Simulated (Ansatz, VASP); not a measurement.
# One calculation of KMgF3, two programs

INCAR

```
PREC = Accurate
ENCUT = 520
EDIFF = 1E-6
ISMEAR = 0
SIGMA = 0.05
LREAL = False
LASPH = True
NELM = 100
ALGO = Normal
ISIF = 2
LWAVE = False
LCHARG = False
GGA = PE
NBANDS = 24
```

KPOINTS

```
regular mesh
0
Gamma
  6 6 6
```

POSCAR

```
KMgF3
1.0
    3.9859000000      0.0348766250      0.0000000000
    0.0348766250      3.9859000000      0.0000000000
    0.0000000000      0.0000000000      3.9859000000
K Mg F
1 1 3
Direct
    0.5000000000      0.5000000000      0.5000000000
    0.0000000000      0.0000000000      0.0000000000
    0.5000000000      0.0000000000      0.0000000000
    0.0000000000      0.5000000000      0.0000000000
    0.0000000000      0.0000000000      0.5000000000
```

Input for Ansatz:

```yaml
crystal:
  lattice:
    - [3.9859, 0.034876625, 0.0]
    - [0.034876625, 3.9859, 0.0]
    - [0.0, 0.0, 3.9859]
  atoms:
    - { symbol: K, position: [0.5, 0.5, 0.5] }
    - { symbol: Mg, position: [0.0, 0.0, 0.0] }
    - { symbol: F, position: [0.5, 0.0, 0.0] }
    - { symbol: F, position: [0.0, 0.5, 0.0] }
    - { symbol: F, position: [0.0, 0.0, 0.5] }
basis:
  ecutwfc: 420
kpoints:
  mp_grid: { grid: [6, 6, 6] }
hamiltonian:
  xc: pbe
scf:
  occupations: { method: gaussian, width: 0.05 }
output:
  forces: true
  stress: true
  eigenvalues: true
```

Change from the starting cell: strain +0.0175 x Voigt [0, 0, 0, 0, 0, 1], atoms carried along.

Alike in both runs: task single point; functional PBE; k mesh 6 × 6 × 6; occupations gaussian, width 0.05 eV; no spin polarisation.

|  | VASP | Ansatz |
| --- | --- | --- |
| version | VASP 6.6.1 | Ansatz 0.2.0 |
| potentials or method | VASP PAW PBE potentials, release 64 (K_sv, Mg, F) | scalar-relativistic, plane waves, PAW |
| plane-wave cutoff (eV) | 520 | 420 |
| valence electrons in the cell | 32 | 40 |

Ansatz gave:

```
gap on the k mesh at the Fermi level (eV)       : 7.33
least direct gap on the mesh (eV)               : 7.62
pressure (GPa)                                  : 3.8
largest component of the traceless stress (GPa) : 0.84
```

**Question.** What did VASP give for the same quantities?

**Answer.** gap on the k mesh at the Fermi level (eV): 7.30; least direct gap on the mesh (eV): 7.59; pressure (GPa): 3.4; largest component of the traceless stress (GPa): 0.85.

With one functional, cell and mesh, what is left measures potentials, basis and numerics. The two sets of potentials don't hold the same shells in valence.

A k mesh can miss the band edges.
